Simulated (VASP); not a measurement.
CO2: single point with PBE+D3(BJ)

The system is CO2.

```
C O
1.0
     8.70659    0.00000    0.00000
     0.00000    8.70659    0.00000
     0.00000    0.00000    8.70659
C O
10 20
Direct
  0.41480 0.18015 0.63061
  0.94102 0.02000 0.32248
  0.79564 0.45247 0.36338
  0.42214 0.41539 0.89204
  0.46641 0.80655 0.96350
  0.02255 0.52080 0.79989
  0.66705 0.76208 0.66955
  0.26826 0.57311 0.28254
  0.05351 0.95066 0.75939
  0.75875 0.21796 0.96324
  0.30061 0.20458 0.55545
  0.51365 0.14977 0.71647
  0.83142 0.00339 0.39475
  0.05480 0.02167 0.25188
  0.79408 0.38471 0.48576
  0.77833 0.51662 0.24670
  0.33884 0.36410 0.99544
  0.51284 0.46797 0.81364
  0.36103 0.72555 0.99881
  0.57770 0.87984 0.94375
  0.97938 0.50817 0.92460
  0.06411 0.56094 0.68109
  0.59440 0.87293 0.65423
  0.73560 0.65133 0.69101
  0.13507 0.59883 0.26083
  0.39302 0.56443 0.31339
  0.13497 0.04137 0.79853
  0.95208 0.88003 0.71083
  0.71080 0.25459 0.08396
  0.80199 0.20734 0.83216
```

The cell was built by a generator and needn't be a form met in nature.

```
Program             : VASP 6.6.1
Task                : single point
Functional          : PBE
Dispersion          : D3(BJ)
Potentials or basis : VASP PAW PBE potentials, release 64 (C, O)
Cutoff              : 520 eV
k mesh              : 1 × 1 × 1
Occupations         : fermi-dirac, width 0.02 eV
Spin                : no spin polarisation
```

```
Pressure                   : 1.9 GPa
Largest force              : 8.448 eV/Å
Band gap on the k mesh     : 5.80 eV, direct
Dispersion energy per atom : -0.045 eV
```

Forces on the atoms (eV/Å):
```
C   -2.933  0.086 -1.063
C    1.180 -0.616 -0.537
C   -0.928 -1.733  3.217
C   -4.482 -2.787  6.597
C   -0.817 -1.159  1.438
C   -0.350  0.951  0.668
C   -0.579  0.883 -0.186
C   -7.521  1.580 -1.098
C   -4.027 -2.349 -1.876
C    0.631  1.135 -2.938
O    2.450 -0.224  0.974
O    0.232  0.328 -0.129
O   -2.264  0.112  1.320
O    1.061  0.486 -0.827
O    0.518  1.454 -2.919
O    0.420  0.410 -0.274
O    2.245  1.441 -3.769
O    2.056  1.368 -2.644
O    0.973  1.196 -0.932
O   -0.260  0.164  0.215
O   -0.811 -1.088  2.303
O    1.290  0.022 -2.989
O   -0.785  0.973 -0.953
O    1.398 -2.231  0.247
O    1.322 -0.711 -0.036
O    6.189 -0.918  1.271
O    5.537  4.588  2.706
O   -1.334 -2.035 -0.685
O   -0.001 -0.818  0.322
O   -0.410 -0.508  2.576
```

Stress tensor (GPa, compression positive):
```
3.12 0.88 0.07
0.88 2.07 0.87
0.07 0.87 0.60
```

Levels at points of the mesh, in eV from the valence-band top:
```csv
k point,band 76,band 77,band 78,band 79,band 80,band 81,band 82,band 83,band 84,band 85
"(0.00, 0.00, 0.00)",-0.26,-0.21,-0.15,-0.06,0.00,5.80,6.77,6.86,6.97,7.11
```

Wall time 87 s on 1 thread of Intel(R) Xeon(R) 6975P-C (Granite Rapids) (shared host), peak memory 0.63 GiB.

Caveat: the standard files for N, O and F lose accuracy on very short bonds. As with any semilocal functional, this PBE gap is likely too small.
